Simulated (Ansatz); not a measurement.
# Hf (Fm-3m) in Ansatz: reference runs

How does Hf come out in PBEsol? The cell is run as given and disturbed.

Program: Ansatz 0.2.0. These are calculated values, not measurements. Logs are shortened: lines on timing, memory, paths and dates and some standing lists are left out, and cuts for length are marked.

## (1) The crystal as given

It takes space group Fm-3m (No. 225, cubic). Conventional cell: a = 4.440 Å, b = 4.440 Å, c = 4.440 Å, α = 90.00°, β = 90.00°, γ = 90.00°. Hf (site symmetry m-3m) is surrounded by 12 Hf at 3.14 Å.

This isn't the form of Hf at room conditions, which is hcp.

## (2) Single point, PBEsol

input.yaml

```yaml
crystal:
  lattice:
    - [0.0, 2.22, 2.22]
    - [2.22, 0.0, 2.22]
    - [2.22, 2.22, 0.0]
  atoms:
    - { symbol: Hf, position: [0.0, 0.0, 0.0] }
hamiltonian:
  xc: pbesol
  pseudopotentials: { kind: paw }
kpoints:
  mp_grid: { grid: [10, 10, 10] }
scf:
  occupations: { method: fermi_dirac, width: 0.05 }
output:
  forces: true
  stress: true
  eigenvalues: true
  write_density: true
  write_potential: true
  elf: true
  volumetric_format: npy
```

Potentials or basis: Ansatz PAW.

The run is started by

```console
$ ansatz run input.yaml --threads 2 --pin off --max-ram 5632MiB --backend cpu --events-out ev --progress --plain --runs-dir out
```

Standard output:

```text
Warning: RAYON_NUM_THREADS=2 ignored (pool sized by the plan → 2); use --threads N
Engine: ansatz 0.2.0, x86_64-unknown-linux-gnu
Pseudopotentials: kind: paw
Pseudopotential: Hf, paw, valence charge 26, recommended cutoff 420 eV (normal), Hf.paw.azcp
Functional definition: PBEsol
  exchange = pbesol_x
  correlation = pbesol_c
Crystal: 1 atoms, lattice volume = 21.882 Å³
Basis set: ecut = 420 eV, 411 PW (Γ), exchange–correlation on 48×48×48 points (8 copies of the dense FFT grid, shifted against one another)
Bands: 17, of which v1, the nominal top of the filled ones, is band 13 counted from 1 (12 counted from 0)
Symmetry: 48 space group operations
Space group: Fm-3m (ITA 225), of the structure as read, at distance tolerance 2.8e-5 Å
k-points: 47 of 1000
Non-local potential: Hf, projectors of the file, l = 0: 3, l = 1: 2, l = 2: 2, l = 3: 3
PAW form: soft (Blöchl's): semilocal exchange-correlation on the pseudo side does not see the compensation charge
PAW frozen core: Hf, regenerated for the run's functional, and the local potential with it (the file was generated under x = pbe(κ = 0.804, μ = 0.2195149727645171), c = pbe(β = 0.06672455060314922))
PAW one-centre angular grid: Hf, 590 points (default); XC on 64 Gauss nodes
Initial density: superposition of atomic densities (neutral atoms: chi_scale 0, normalization atom), corrected by the library's trained network
Initial wavefunctions: pseudopotential atomic-orbital guess
Functional: x = pbesol(κ = 0.804, μ = 0.12345679012345678), c = pbesol(β = 0.046)
SCF iter   1: F=—  HF=-15597.962043 eV  |F-HF|=—  |Δ(HF+E_count)|=         —  Δρ=2.21e-3  dr2=3.78e-4  ethr=1.77e-3  ⟨swp⟩=5.1  Hψ=3394  notcnv=0
preconditioner: auto → none  [metal: Δε(μ)=0.038 eV  Ē_g=18.517 eV  σ=0.050 eV  W_gap=0.19  n_scr=8 (ndim 8)  ℏωp=38.9 eV  f_vac=0.000  D(μ)=1.24/eV (n_scr^D=14)  sad-step TF]
SCF iter   2: F=—  HF=-15597.962070 eV  |F-HF|=—  |Δ(HF+E_count)|=   2.75e-5  Δρ=1.27e-3  dr2=1.06e-4  ethr=1.45e-6  ⟨swp⟩=2.1  Hψ=1716  notcnv=0
SCF iter   3: F=—  HF=-15597.962181 eV  |F-HF|=—  |Δ(HF+E_count)|=   1.10e-4  Δρ=3.77e-4  dr2=1.21e-5  ethr=4.06e-7  ⟨swp⟩=2.7  Hψ=1407  notcnv=0
SCF iter   4: F=—  HF=-15597.962185 eV  |F-HF|=—  |Δ(HF+E_count)|=   4.29e-6  Δρ=3.18e-5  dr2=5.17e-8  ethr=4.65e-8  ⟨swp⟩=2.0  Hψ=1406  notcnv=0
iter 5 did not close the SCF: its close was put off for the readings that it lacked (scf_convergence_deferred on its scf_iter line)
SCF iter   5: F=-15597.962185 eV  HF=-15597.962185 eV  |F-HF|=3.61e-9  |Δ(HF+E_count)|=   3.12e-7  Δρ=7.63e-6  dr2=6.32e-9  ethr=1.99e-10  ⟨swp⟩=2.1  Hψ=1443  notcnv=0
SCF iter   6: F=-15597.962185 eV  HF=-15597.962185 eV  |F-HF|=1.03e-8  |Δ(HF+E_count)|=   1.79e-8  Δρ=3.39e-6  dr2=9.84e-10  ethr=2.43e-11  ⟨swp⟩=5.1  Hψ=4461  notcnv=0
SCF 1 converged in 6 iterations: F = -15597.962185 eV  dr2 = 9.84e-10
SCF converged after 6 iterations
Free energy (F): -15597.962185 eV
Harris-Foulkes:  -15597.962185 eV  (|F-HF|=1.03e-8)
Internal energy: -15597.951224 eV  (E = F + TS)
E sigma→0 (E₀):  -15597.956705 eV
Entropy (-TS):   -0.010962 eV (-10.962 meV/atom)
Fermi energy:    20.065198 eV
--- Per-component energies (eV) ---
  E_band       = 46.969799
  E_kinetic    = 425.304439
  E_local      = -5017.048770  (includes V_loc(G=0)·N_el)
  E_nonlocal   = -1238.670153
  E_hartree    = 2362.471707
  E_xc         = -297.930701
  E_vxc        = -266.201162  (∫ρ·V_xc dr)
  E_paw        = -6807.452419  (= ΣΔE_a)
  E_vpaw       = 1418.644608  (= ΣTr[D̂ρ^β])
  E_aug_tail   = -0.000001  (compensation charges beyond the density's cutoff)
  E_ewald      = -5025.876417
  E_core_change = 1.251092  (= ΣΔE_core)
  E_smearing   = -0.010962  (= −TS)
  E_closure    = 0.000000  (closes the sum)
  Σ components = -15597.962185   (vs F -15597.962185, Δ=0.00e0)
--- Forces (eV/Å), atoms counted from 1 ---
  atom   1  Hf     0.00000000     0.00000000     0.00000000
  max |Σ_I F_I| component: 8.22e-32 eV/Å
--- Stress (GPa, compression-positive) ---
       -1.685230       0.000000      -0.000000
        0.000000      -1.685230      -0.000000
        0.000000       0.000000      -1.685230
  P = ⅓ Tr σ = -1.6852 GPa (-16.852 kbar)
--- Band table (eV; the first three rows and the last of 47) ---
  k-point 0: bands = ["-41.5728", "-9.8238", "-9.8238", "-9.8238", "8.4579", "8.4801", "8.4801", "8.4801", "8.5589", "8.5589", "8.5589", "12.7681", "21.4422", "21.4422", "21.4422", "24.3039", "24.3039"]
  k-point 1: bands = ["-41.5662", "-9.9135", "-9.8351", "-9.8351", "8.4630", "8.4791", "8.4842", "8.4842", "8.5515", "8.5515", "8.5592", "13.1229", "21.1045", "21.6072", "21.6072", "24.1347", "24.1347"]
  k-point 2: bands = ["-41.5489", "-10.1424", "-9.8647", "-9.8647", "8.4674", "8.4861", "8.4943", "8.4943", "8.5339", "8.5339", "8.5599", "14.0818", "20.4392", "21.8445", "21.8445", "24.0538", "24.0538"]
  k-point 46: bands = ["-41.4805", "-10.4786", "-10.3215", "-10.1522", "8.4885", "8.4946", "8.4963", "8.5125", "8.5163", "8.5175", "8.5445", "17.9894", "19.0364", "20.3715", "22.9608", "27.1662", "29.3071"]
```

rho_z.tsv:

```text
# z_ang	rho[e/angstrom^3]
# format = ansatz-planar-average/11
# lattice	0.000000000	2.220000000	2.220000000
# lattice	2.220000000	0.000000000	2.220000000
# lattice	2.220000000	2.220000000	0.000000000
# sites	1
# site	72	0.000000000	0.000000000	0.000000000
0.000000	3.197442e0
0.130815	3.051580e0
0.261630	2.655158e0
0.392444	2.113084e0
0.523259	1.549408e0
0.654074	1.062047e0
[... 16 lines left out ...]
2.877925	2.655158e0
3.008739	3.051580e0
```

Wall time 0.65 s (2 threads of Intel Xeon 6975P-C (Granite Rapids), shared host); peak memory 0.34 GiB.

What came out:

| Quantity | Value |
| --- | --- |
| Free energy | -15597.9622 eV |
| Pressure | -1.7 GPa |
| Band gap on the k mesh | none (metal or under the smearing width) |

Caveat: the PAW data sets come from PBE, with cores solved anew for the run's functional, which leaves a small shift of forces and pressure.

## (3) Single point, PBEsol (cell strained at random at fixed volume)

input.yaml, as its differences from that of step 2:

```diff
@@ -2,7 +2,7 @@
   lattice:
-    - [0.0, 2.22, 2.22]
-    - [2.22, 0.0, 2.22]
-    - [2.22, 2.22, 0.0]
+    - [-0.043473, 2.207477, 2.213356]
+    - [2.162762, -0.042675, 2.212558]
+    - [2.172008, 2.215925, -0.051921]
   atoms:
-    - { symbol: Hf, position: [0.0, 0.0, 0.0] }
+    - { symbol: Hf, position: [0.001931, -0.011219, -0.003422] }
 hamiltonian:
```

Potentials or basis: Ansatz PAW.

The run is started by

```console
$ ansatz run input.yaml --threads 2 --pin off --max-ram 5632MiB --backend cpu --events-out ev --progress --plain --runs-dir out
```

Standard output:

```text
Warning: RAYON_NUM_THREADS=2 ignored (pool sized by the plan → 2); use --threads N
[... 6 set-up lines as earlier in the session ...]
Crystal: 1 atoms, lattice volume = 21.882 Å³
Basis set: ecut = 420 eV, 423 PW (Γ), exchange–correlation on 48×48×48 points (8 copies of the dense FFT grid, shifted against one another)
Bands: 17, of which v1, the nominal top of the filled ones, is band 13 counted from 1 (12 counted from 0)
Symmetry: 2 space group operations
Space group: P-1 (ITA 2), of the structure as read, at distance tolerance 2.8e-5 Å
k-points: 504 of 1000
[... 7 set-up lines as earlier in the session ...]
SCF iter   1: F=—  HF=-15597.954203 eV  |F-HF|=—  |Δ(HF+E_count)|=         —  Δρ=2.30e-3  dr2=4.39e-4  ethr=1.77e-3  ⟨swp⟩=5.2  Hψ=37061  notcnv=0
preconditioner: auto → Kerker (q_TF=auto, 2.808 Å⁻¹)  [metal: Δε(μ)=0.001 eV  Ē_g=18.513 eV  σ=0.050 eV  W_gap=0.00  n_scr=10 (ndim 8)  ℏωp=38.9 eV  f_vac=0.000  D(μ)=1.49/eV (n_scr^D=14)]
SCF iter   2: F=—  HF=-15597.954234 eV  |F-HF|=—  |Δ(HF+E_count)|=   3.08e-5  Δρ=1.32e-3  dr2=1.27e-4  ethr=1.69e-6  ⟨swp⟩=2.2  Hψ=18662  notcnv=0
SCF iter   3: F=—  HF=-15597.954340 eV  |F-HF|=—  |Δ(HF+E_count)|=   1.07e-4  Δρ=4.29e-4  dr2=2.10e-5  ethr=4.90e-7  ⟨swp⟩=2.8  Hψ=15370  notcnv=0
SCF iter   4: F=—  HF=-15597.954340 eV  |F-HF|=—  |Δ(HF+E_count)|=   1.06e-8  Δρ=6.49e-5  dr2=3.30e-7  ethr=8.08e-8  ⟨swp⟩=2.0  Hψ=15038  notcnv=0
SCF iter   5: F=—  HF=-15597.954341 eV  |F-HF|=—  |Δ(HF+E_count)|=   1.17e-6  Δρ=1.32e-5  dr2=2.18e-8  ethr=1.27e-9  ⟨swp⟩=2.2  Hψ=15274  notcnv=0
SCF iter   6: F=—  HF=-15597.954341 eV  |F-HF|=—  |Δ(HF+E_count)|=   5.19e-8  Δρ=6.37e-6  dr2=4.47e-9  ethr=8.37e-11  ⟨swp⟩=8.6  Hψ=56710  notcnv=0
SCF iter   7: F=-15597.954341 eV  HF=-15597.954341 eV  |F-HF|=1.46e-9  |Δ(HF+E_count)|=   3.42e-8  Δρ=1.10e-6  dr2=1.74e-10  ethr=1.72e-11  ⟨swp⟩=8.8  Hψ=55772  notcnv=0
SCF 1 converged in 7 iterations: F = -15597.954341 eV  dr2 = 1.74e-10
SCF converged after 7 iterations
Free energy (F): -15597.954341 eV
Harris-Foulkes:  -15597.954341 eV  (|F-HF|=1.46e-9)
Internal energy: -15597.942096 eV  (E = F + TS)
E sigma→0 (E₀):  -15597.948218 eV
Entropy (-TS):   -0.012246 eV (-12.246 meV/atom)
Fermi energy:    20.059667 eV
--- Per-component energies (eV) ---
  E_band       = 46.872060
  E_kinetic    = 425.327189
  E_local      = -5018.357953  (includes V_loc(G=0)·N_el)
  E_nonlocal   = -1238.668054
  E_hartree    = 2363.080556
  E_xc         = -297.937503
  E_vxc        = -266.209620  (∫ρ·V_xc dr)
  E_paw        = -6807.459115  (= ΣΔE_a)
  E_vpaw       = 1418.619401  (= ΣTr[D̂ρ^β])
  E_aug_tail   = -0.000001  (compensation charges beyond the density's cutoff)
  E_ewald      = -5025.178305
  E_core_change = 1.251092  (= ΣΔE_core)
  E_smearing   = -0.012246  (= −TS)
  E_closure    = 0.000000  (closes the sum)
  Σ components = -15597.954341   (vs F -15597.954341, Δ=0.00e0)
--- Forces (eV/Å), atoms counted from 1 ---
  atom   1  Hf     0.00000000     0.00000000     0.00000000
  max |Σ_I F_I| component: 0.00e0 eV/Å
--- Stress (GPa, compression-positive) ---
       -0.962294       1.231192       1.731770
        1.231192      -1.852262       1.585317
        1.731770       1.585317      -1.991988
  P = ⅓ Tr σ = -1.6022 GPa (-16.022 kbar)
--- Band table (eV; the first three rows and the last of 504) ---
  k-point 0: bands = ["-41.5774", "-9.8458", "-9.8380", "-9.7971", "8.4525", "8.4721", "8.4745", "8.4826", "8.5531", "8.5554", "8.5560", "12.7689", "21.1601", "21.3437", "21.8048", "24.1345", "24.4927"]
  k-point 1: bands = ["-41.5712", "-9.9293", "-9.8468", "-9.8126", "8.4568", "8.4723", "8.4785", "8.4857", "8.5467", "8.5483", "8.5558", "13.1152", "20.9229", "21.4724", "21.8938", "24.0141", "24.3264"]
  k-point 2: bands = ["-41.5549", "-10.1507", "-9.8699", "-9.8440", "8.4596", "8.4810", "8.4885", "8.4940", "8.5304", "8.5313", "8.5565", "14.0515", "20.3421", "21.6525", "22.0701", "24.0511", "24.2174"]
  k-point 503: bands = ["-41.4982", "-10.7415", "-9.9953", "-9.9654", "8.4553", "8.4693", "8.4732", "8.5295", "8.5304", "8.5324", "8.5572", "16.4282", "20.9295", "20.9925", "21.2577", "26.5277", "26.6812"]
```

v_z.tsv:

```text
# z_ang	v_es[eV]	v_tot[eV]
# format = ansatz-planar-average/11
# xc	pbesol
# density_cutoff_ev	1680
# datasets	Hf=:simpson_from_first_knot:soft:shift=-916684
# lattice	-0.043473000	2.207477000	2.213356000
# lattice	2.162762000	-0.042675000	2.212558000
# lattice	2.172008000	2.215925000	-0.051921000
# sites	1
# site	72	-0.031780585	-0.002841486	-0.020371024
0.000000	5.855707e0	-9.163500e0
0.129305	6.035300e0	-8.795443e0
0.258611	6.549334e0	-7.806033e0
0.387916	7.454789e0	-6.222951e0
0.517221	8.805779e0	-4.101141e0
0.646526	1.058934e1	-1.550943e0
[... 16 lines left out ...]
2.844716	6.439776e0	-8.010213e0
2.974022	5.984042e0	-8.899074e0
```

Run time: 4.3 s. Hardware: 2 threads of Intel Xeon 6975P-C (Granite Rapids), shared host; peak memory 0.5 GiB.

Results:

```yaml
Free_energy: -15597.9543 eV
Pressure: -1.6 GPa
Band_gap_on_the_k_mesh: none (metal or under the smearing width)
```

Caveat: the PAW data sets come from PBE, with cores solved anew for the run's functional, which leaves a small shift of forces and pressure.
